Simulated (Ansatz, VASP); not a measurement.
One calculation of Mg, two programs

```
Mg
1.0
    -1.47156    1.47156    1.47156
     1.47156   -1.47156    1.47156
     1.47156    1.47156   -1.47156
Mg
1
Cartesian
  0.0000 0.0000 0.0000
```

Change from the starting cell: volume scaled by 0.99, crystal datasets.

Alike in both runs: task electric field gradients; functional PBEsol; k mesh 16 × 16 × 16; occupations fermi-dirac, width 0.05 eV; no spin polarisation.

|  | VASP | Ansatz |
| --- | --- | --- |
| version | VASP 6.6.1 | Ansatz 0.2.0 |
| potentials or method | VASP PAW PBE potentials, release 64 (Mg), cutoff 520 eV | all-electron PAW with datasets made for the crystal, scalar-relativistic |

VASP gave:

- pressure (GPa): 63.8
- Vzz of the field gradient on the site that differs most (V/Å²): 0.0

**Question.** Estimate Ansatz's values.

**Answer.** Pressure (GPa): 62.4; Vzz of the field gradient on the site that differs most (V/Å²): 0.0.

Ansatz ran all-electron here, so the differences hold the error of VASP's frozen core and of both bases.

Caveats: the cell as given lies far from equilibrium; so large a pressure means that the cell lies far from this level's equilibrium, or that cutoff or potentials fall short (VASP); the potentials were made for another functional, which shifts forces and pressure (VASP).
